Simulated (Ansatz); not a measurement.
# BN (F-43m): convergence test of the k-point mesh, by script

Wanted for BN (F-43m): a convergence test of the k-point mesh.

All numbers are computed with the Python package of Ansatz 0.2.0. Level of theory: DFT PBEsol, plane waves, PAW.

## 1. Starting point

Symmetry: F-43m, No. 216, cubic system. Conventional cell: a = 3.615 Å, b = 3.615 Å, c = 3.615 Å, α = 90.00°, β = 90.00°, γ = 90.00°. Around B (site symmetry -43m) lie 4 N at 1.57 Å. N (site symmetry -43m) has 4 B at 1.57 Å as nearest neighbours.

The script reads bn.extxyz:

```xyz
2
Lattice="0.0 1.8075 1.8075 1.8075 0.0 1.8075 1.8075 1.8075 0.0" Properties=species:S:1:pos:R:3 pbc="T T T"
B     0.00000000    0.00000000    0.00000000
N     0.90375000    0.90375000    0.90375000
```

## 2. Script

File kconv.py:

```python
"""Convergence of BN with the k-point mesh."""

import warnings

import ansatz as az
from tabulate import tabulate

warnings.simplefilter("ignore", az.DeckWarning)

crystal = az.Crystal.from_extxyz("bn.extxyz")

job = (
    crystal.calculation()
    .functional("PBEsol")
    .occupations(az.OccupationsMethod.FIXED)
    .band_table()
)

rows = []
for value in [(4, 4, 4), (6, 6, 6), (8, 8, 8), (12, 12, 12), (14, 14, 14)]:
    summary = job.kpoints(*value).run(threads=1).report
    rows.append((value, summary["free_energy_ev"] / len(summary["lattice"]["sites"]), summary["n_iterations"], summary["gap_by_band_count_ev"], summary["n_kpoints"]))

print(tabulate(rows, headers=["mesh", "F/atom (eV)", "iterations", "gap by band count (eV)", "k-points"], floatfmt=".4f", tablefmt="plain"))

# the last row is the reference
for row in rows[:-1]:
    shift = 1000 * (row[1] - rows[-1][1])
    print(f"{row[0]}: {shift:+.2f} meV/atom" + ("  (within 5 meV)" if abs(shift) < 5 else ""))
```

## 3. What the engine is handed

The package turns the script's settings into the engine's input (first run):

```yaml
crystal:
  lattice:
    - [0.0, 1.8075, 1.8075]
    - [1.8075, 0.0, 1.8075]
    - [1.8075, 1.8075, 0.0]
  atoms:
    - { symbol: B, position: [0.0, 0.0, 0.0] }
    - { symbol: "N", position: [0.25, 0.25, 0.25] }
kpoints:
  mp_grid:
    grid: [4, 4, 4]
hamiltonian:
  xc: pbesol
scf:
  occupations:
    method: fixed
output:
  eigenvalues: true
```

## 4. Running it

Launch:

```console
python kconv.py
```

Log:

```text
mesh            F/atom (eV)    iterations    gap by band count (eV)    k-points
(4, 4, 4)         -266.8793             6                    4.2621           8
(6, 6, 6)         -266.9157             6                    4.2874          16
(8, 8, 8)         -266.9176             6                    4.2895          29
(12, 12, 12)      -266.9178             6                    4.2897          72
(14, 14, 14)      -266.9178             6                    4.2897         104
(4, 4, 4): +38.56 meV/atom
(6, 6, 6): +2.14 meV/atom  (within 5 meV)
(8, 8, 8): +0.20 meV/atom  (within 5 meV)
(12, 12, 12): +0.00 meV/atom  (within 5 meV)
```

It took 3 s on 1 thread of Arm Neoverse V2, shared host; peak memory 0.31 GiB.

## 5. What changed from run to run

The engine's inputs for some of the other runs:

Run 2, against run 1:

```diff
@@ -11 +11 @@
-    grid: [4, 4, 4]
+    grid: [6, 6, 6]
```

Run 4, against run 1:

```diff
@@ -11 +11 @@
-    grid: [4, 4, 4]
+    grid: [12, 12, 12]
```

Run 5, against run 1:

```diff
@@ -11 +11 @@
-    grid: [4, 4, 4]
+    grid: [14, 14, 14]
```

## 6. Run by run

From the records of these 5 runs:

```csv
run,k mesh,energy from run 5 (meV/atom),gap on the mesh (eV),SCF cycles,CPU time (s)
1,"[4, 4, 4]",38.56,4.26,6,0.21
2,"[6, 6, 6]",2.14,4.29,6,0.19
3,"[8, 8, 8]",0.20,4.29,6,0.3
4,"[12, 12, 12]",0.00,4.29,6,0.65
5,"[14, 14, 14]",0.00,4.29,6,0.9
```

## 7. What came out

| quantity | value |
| --- | --- |
| runs compared | 5 |
| last run but one, from the last | +0.00 meV/atom |
| within 5 meV/atom of the last run from | [6, 6, 6] |

In words: From 6×6×6 on it stays within 5 meV an atom of the value at 14×14×14; the first row (4×4×4) is off by 38.6 meV and the last but one by 0.00 meV. What to keep in mind:
- Shifts are counted from the finest mesh, which is itself no proven limit.
